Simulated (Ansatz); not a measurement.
MnS:

```
Mn S
1.0
     0.00000    2.47346    2.47346
     2.47346    0.00000    2.47346
     2.47346    2.47346    0.00000
Mn S
1 1
Direct
  0.00000 0.00000 0.00000
  0.75000 0.75000 0.75000
```

The cell is a database's computed one.

| Property | Result |
| --- | --- |
| Program | Ansatz 0.2.0 |
| Task | relaxation of cell and atoms |
| Functional | PBEsol |
| Dispersion | D3(BJ) |
| Potentials or basis | Ansatz PAW |
| Cutoff | 420 eV (not typed: the program's choice for these potentials) |
| k mesh | 9 × 9 × 9 |
| Occupations | fermi-dirac, width 0.05 eV |
| Spin | collinear spin, ferromagnetic start |
| Starting moments | [4.0, 0.0] μB |

At the start: volume 15.13 Å³/atom.

Where does the relaxation end?

It ends after 5 steps and the volume is 14.38 Å³/atom (-5.0 %); space group F-43m (No. 216, to 0.05 Å); moment 0.16 μB per cell.

Step by step:
| step | energy change (eV) | largest force (eV/Å) | volume (Å³) |
| --- | --- | --- | --- |
| 1 | 0.0000 | 0.0000 | 30.27 |
| 2 | -0.0323 | 0.0000 | 29.28 |
| 3 | -0.0371 | 0.0000 | 28.70 |
| 4 | -0.0371 | 0.0000 | 28.75 |
| 5 | -0.0369 | 0.0000 | 28.75 |

Final structure:
```
Mn S
1.0
     0.00000    2.43148    2.43148
     2.43148    0.00000    2.43148
     2.43148    2.43148    0.00000
Mn S
1 1
Direct
  0.00000 0.00000 0.00000
  0.75000 0.75000 0.75000
```

Caveat: the plane-wave basis is chosen anew once the cell has moved, so the energies of steps on either side of that aren't comparable; the moment fell far below its start of 4 μB, so a state of higher moment may lie lower in energy; pairwise dispersion overbinds metals, which lowers pressure and volume; the PAW data sets come from PBE, with cores solved anew for the run's functional, which leaves a small shift of forces and pressure; the starting moments weren't kept.
